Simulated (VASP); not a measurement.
# Hf in VASP: single point with LDA

Aim: the single point of Hf with LDA.

Everything below comes from runs of VASP 6.6.1. Logs are shortened: lines on timing, memory, paths and dates and some standing lists are left out, and cuts for length are marked.

## 1. The slab as given

The cell holds a slab with vacuum, 3 atoms: a = 3.247 Å, b = 3.247 Å, c = 24.988 Å, α = 90.00°, β = 90.00°, γ = 120.00°.

The cell was built by a generator and needn't be a form met in nature.

## 2. Single point, LDA

The input, INCAR:

```
SYSTEM = Hf
PREC = Accurate
ENCUT = 520
EDIFF = 1E-6
ISMEAR = 1
SIGMA = 0.1
LREAL = .FALSE.
LASPH = .TRUE.
NELM = 100
ALGO = Normal
ISIF = 2
LWAVE = .FALSE.
LCHARG = .FALSE.
LDIPOL = .TRUE.
IDIPOL = 3
DIPOL = 0.5 0.5 0.373
NBANDS = 22
```

The input, KPOINTS:

```
regular mesh
0
G
  12 12 1
  0 0 0
```

The input, POSCAR:

```
Hf
1.0
    3.2472423095      0.0000000000      0.0000000000
   -1.6236211548      2.8121943323      0.0000000000
    0.0000000000      0.0000000000     24.9879581038
Hf
3
Direct
    0.6666666667      0.3333333333      0.2801349342
    0.3333333333      0.6666666667      0.3706264035
    0.6666666667      0.3333333333      0.4676398676
```

Potentials or basis: VASP PAW LDA potentials, release 64 (Hf_pv).

Command:

```
cat potpaw_LDA.64/Hf_pv/POTCAR > POTCAR
mpirun -np 1 vasp_std > vasp.out
```

OUTCAR:

```text
SYSTEM = Hf
   PREC = Accurate
   ENCUT = 520
   EDIFF = 1E-6
   ISMEAR = 1
   LREAL = .FALSE.
   LASPH = .TRUE.
   NELM = 100
   ISIF = 2

 ion  position               nearest neighbor table
   1  0.667  0.333  0.280-   2 2.94   2 2.94   2 2.94
   2  0.333  0.667  0.371-   1 2.94   1 2.94   1 2.94   3 3.06   3 3.06   3 3.06
   3  0.667  0.333  0.468-   2 3.06   2 3.06   2 3.06

  LATTYP: Found a hexagonal cell.
 ALAT       =     3.2472423095
 C/A-ratio  =     7.6951319680

  Lattice vectors:

 A1 = (   3.2472423095,   0.0000000000,   0.0000000000)
 A2 = (  -1.6236211548,   2.8121943323,   0.0000000000)
 A3 = (   0.0000000000,   0.0000000000,  24.9879581038)

Analysis of symmetry for initial positions (statically):
=====================================================================
 Subroutine PRICEL returns:
 Original cell was already a primitive cell.

 Routine SETGRP: Setting up the symmetry group for a
 hexagonal supercell.

 Subroutine GETGRP returns: Found  6 space group operations
 (whereof  6 operations were pure point group operations)
 out of a pool of 24 trial point group operations.

The static configuration has the point symmetry C_3v.

Analysis of symmetry for dynamics (positions and initial velocities):
=====================================================================
 Subroutine PRICEL returns:
 Original cell was already a primitive cell.

 Routine SETGRP: Setting up the symmetry group for a
 hexagonal supercell.

 Subroutine GETGRP returns: Found  6 space group operations
 (whereof  6 operations were pure point group operations)
 out of a pool of 24 trial point group operations.

The dynamic configuration has the point symmetry C_3v.

 Subroutine INISYM returns: Found  6 space group operations
 (whereof  6 operations are pure point group operations),
 and found     1 'primitive' translations

----------------------------------------------------------------------------------------

                                     Primitive cell

  volume of cell :     228.1869

  direct lattice vectors                    reciprocal lattice vectors
     3.247242309  0.000000000  0.000000000     0.307953613  0.177797101  0.000000000
    -1.623621155  2.812194332  0.000000000     0.000000000  0.355594202  0.000000000
     0.000000000  0.000000000 24.987958104     0.000000000  0.000000000  0.040019276

  length of vectors
     3.247242309  3.247242310 24.987958104     0.355594202  0.355594202  0.040019276

[... 81 lines left out ...]
   NFREE  =      0    steps in history (QN), initial steepest desc. (CG)
   ISIF   =      2    stress and relaxation
   ISYM   =      2    0-nonsym 1-usesym 2-fastsym
   POTIM  = 0.5000    time-step for ionic-motion
   TEBEG  =    0.0;   TEEND  =   0.0 temperature during run
   PSTRESS=    0.0 pullay stress
   NELECT =      30.0000    total number of electrons
   NUPDOWN=      -1.0000    fix difference up-down
   EMIN   =  10.00;   EMAX   =-10.00  energy-range for DOS
   EFERMI =   0.00;   METHOD = LEGACY
   ISMEAR =     1;   SIGMA  =   0.10  broadening in eV -4-tet -1-fermi 0-gaus
   EFERMI_NEDOS =   21; number of points for ismear=-14 and -15
   IALGO  =     38    algorithm
   IMIX   =      4    mixing-type and parameters
     AMIX     =   0.40;   BMIX     =  1.00
     AMIX_MAG =   1.60;   BMIX_MAG =  1.00
  volume/ion in A,a.u.               =      76.06       513.29
  Fermi-wavevector in a.u.,A,eV,Ry     =   0.832438  1.573079  9.428188  0.692952
  Thomas-Fermi vector in A             =   1.945493
   LORBIT       =      0    0 simple, 1 ext, 2 COOP (PROOUT), +10 PAW based schemes
   GGA     = CA    functional components
   LHFCALC =     F    Hartree Fock is set to
   AEXX    =    0.0000 exact exchange contribution
   IVDW    =     0    specifies the selected vdW correction
   LEPSILON=     F    determine dielectric tensor
   LRPA    =     F    only Hartree local field effects (RPA)
 non-spin polarized calculation
 Methfessel and Paxton  Order N= 1 SIGMA  =   0.10
  energy-cutoff  :      520.00
  volume of cell :      228.19
 maximum number of plane-waves:      6212
   NGX = 13   NGY = 13   NGZ = 93

 dipolmoment           0.000000      0.000000      0.001404 electrons x Angstroem

 number of electron      30.0000001 magnetization

 dipolmoment           0.000000      0.000000     -0.001685 electrons x Angstroem

 Free energy of the ion-electron system (eV)
  ---------------------------------------------------
  ext. energy  EPLUGINS =         0.00000000
  ---------------------------------------------------
  free energy    TOTEN  =       -29.67176374 eV

  energy without entropy =      -29.67140019  energy(sigma->0) =      -29.67164256

 E-fermi :  -1.5663     XC(G=0):  -4.2147

 val. band max:       -1.5745627704   @ k =   0.3333   0.3333   0.0000
 cond. band min:      -1.5483244796   @ k =   0.0833   0.0000   0.0000
 fundamental gap:      0.0262382907
 Fermi energy:        -1.5663355507

 k-point     1 :       0.0000    0.0000    0.0000
  band No.  band energies     occupation
      1     -32.5415      2.00000
      2     -32.3520      2.00000
      3     -31.9690      2.00000
      4     -31.9690      2.00000
      5     -31.8706      2.00000
      6     -31.8706      2.00000
[... 464 lines left out ...]
     21       2.0789      0.00000
     22       2.3649      0.00000

------------------------ aborting loop because EDIFF is reached ----------------------------------------

 vacuum level on the upper side and lower side of the slab       (xc-potential included)        -0.024         0.009

  FORCE on cell =-STRESS in cart. coord.  units (eV):
  Direction    XX          YY          ZZ          XY          YZ          ZX
  --------------------------------------------------------------------------------------
  -------------------------------------------------------------------------------------
  Total       -5.6705366     -5.6705366     -0.6007698      0.0000000     -0.0000000     -0.0000000
  in kB      -39.8147459    -39.8147459     -4.2182068      0.0000000     -0.0000000     -0.0000000
  external PRESSURE =     -27.9492329 kB  Pullay stress =       0.0000000 kB

 VOLUME and BASIS-vectors are now :
 -----------------------------------------------------------------------------
  energy-cutoff  :      520.00
  volume of cell :      228.19
      direct lattice vectors                 reciprocal lattice vectors
     3.247242309  0.000000000  0.000000000     0.307953613  0.177797101  0.000000000
    -1.623621155  2.812194332  0.000000000     0.000000000  0.355594202  0.000000000
     0.000000000  0.000000000 24.987958104     0.000000000  0.000000000  0.040019276

 POSITION                                       TOTAL-FORCE (eV/Angst)
 -----------------------------------------------------------------------------------
      1.62362      0.93740      7.00000         0.000000      0.000000     -0.237967
     -0.00000      1.87480      9.26120        -0.000000      0.000000      0.706621
      1.62362      0.93740     11.68537        -0.000000     -0.000000     -0.468654
 -----------------------------------------------------------------------------------
    total drift:                               -0.000000      0.000000     -0.001556

  FREE ENERGIE OF THE ION-ELECTRON SYSTEM (eV)
  ---------------------------------------------------
  free  energy   TOTEN  =       -29.6717637408 eV

  energy  without entropy=      -29.6714001928  energy(sigma->0) =      -29.67164256

 vacuum level on the upper side and lower side of the slab         2.762         2.798
```

It took 2.7 min on 1 thread of Intel Xeon 6975P-C (Granite Rapids), shared host; peak memory 0.29 GiB.

Results:

| Item | Value |
| --- | --- |
| Free energy | -29.6718 eV |
| Largest force | 0.707 eV/Å |
| Band gap on the k mesh | none (metal or under the smearing width) |

Forces on the atoms (eV/Å):
```
Hf   0.000  0.000 -0.238
Hf   0.000  0.000  0.707
Hf   0.000  0.000 -0.469
```
